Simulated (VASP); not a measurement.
**Zr: relaxation of cell and atoms with PBEsol**

Zr:

```
Zr
1.0
    -1.79085    1.79085    1.79085
     1.79085   -1.79085    1.79085
     1.79085    1.79085   -1.79085
Zr
1
Direct
  0.00000 0.00000 0.00000
```

This isn't the form of Zr at room conditions, which is hcp.

```
Program                : VASP 6.6.1
Task                   : relaxation of cell and atoms
Functional             : PBEsol
Potentials or basis    : VASP PAW PBE potentials, release 64 (Zr_sv)
Cutoff                 : 580 eV
k mesh                 : 16 × 16 × 16
Occupations            : gaussian, width 0.1 eV
Spin                   : no spin polarisation
Further INCAR settings : ALGO = Normal; EDIFF = 1e-07; IBRION = 2; EDIFFG = -0.005; NSW = 90; ISIF = 3
```

```
Relaxed volume                         : 21.85 Å³/atom
Relaxed cell                           : a = 3.050 Å, b = 3.050 Å, c = 3.050 Å, α = 109.47°, β = 109.47°, γ = 109.47°
Space group after relaxing (to 0.05 Å) : Im-3m (No. 229)
Energy gained by relaxing              : 15.8 meV/atom
Ionic steps                            : 3
Pressure after relaxing                : 0.0 GPa
Band gap on the k mesh                 : none (metal or under the smearing width)
```

The path:
| step | energy change (eV) | largest force (eV/Å) | pressure (GPa) | volume (Å³) |
| --- | --- | --- | --- | --- |
| 1 | 0.0000 | 0.0000 | -4.34 | 22.97 |
| 2 | -0.0050 | 0.0000 | 4.03 | 20.97 |
| 3 | -0.0158 | 0.0000 | -0.01 | 21.85 |

Final structure:
```yaml
crystal:
  lattice:
    - [-1.76118, 1.76118, 1.76118]
    - [1.76118, -1.76118, 1.76118]
    - [1.76118, 1.76118, -1.76118]
  atoms:
    - { symbol: Zr, position: [0.00000, 0.00000, 0.00000] }
```

Levels at points of the mesh, in eV from the Fermi level:
| k point | band 3 | band 4 | band 5 | band 6 | band 7 | band 8 | band 9 | band 10 |
| --- | --- | --- | --- | --- | --- | --- | --- | --- |
| (0.00, 0.00, 0.00) | -25.69 | -25.69 | -5.47 | 1.16 | 1.16 | 1.16 | 3.82 | 3.82 |
| (0.50, 0.00, 0.00) | -26.06 | -25.70 | -2.96 | -0.78 | 1.89 | 3.84 | 4.57 | 6.84 |
| (0.50, 0.50, 0.50) | -26.50 | -26.50 | -2.80 | -2.80 | 6.10 | 6.10 | 6.10 | 7.88 |

Wall time 26 s on 1 thread of Intel(R) Xeon(R) 6975P-C (Granite Rapids), with other jobs on the host, peak memory 0.17 GiB.

Caveat: the PAW data sets were made with another functional, which shifts forces and pressure a little.
